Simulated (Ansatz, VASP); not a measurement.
**HfN in VASP and in Ansatz**

```
CELL_PARAMETERS angstrom
3.13391 0.00000 0.00000
-1.56695 2.71404 0.00000
0.00000 0.00000 5.41677
ATOMIC_POSITIONS crystal
Hf 0.66667 0.33333 0.75000
Hf 0.33333 0.66667 0.25000
N 0.00000 0.00000 0.00000
N 0.00000 0.00000 0.50000
```

The cell comes from a database or a generator and needn't be the stable form of this composition.

Alike in both runs: task single point; functional r2SCAN; k mesh 8 × 8 × 4; occupations methfessel-paxton of order 1, width 0.25 eV; no spin polarisation.

```csv
,VASP,Ansatz
version,VASP 6.6.1,Ansatz 0.2.0
potentials or method,"VASP PAW PBE potentials, release 64 (Hf_pv, N)","plane waves, PAW"
plane-wave cutoff (eV),520,530
valence electrons in the cell,30,62
```

Ansatz gave:

```
pressure (GPa)                                  : 2.5
largest component of the traceless stress (GPa) : 0.40
```

Question: What did VASP give for the same quantities?

Answer: Pressure (GPa): 0.0; largest component of the traceless stress (GPa): 0.37.

The two sets of potentials don't hold the same shells in valence.

Caveats: the PAW data sets were made with another functional, which shifts forces and pressure a little (VASP). The runs have no spin-orbit coupling, so splittings on Hf are missing.
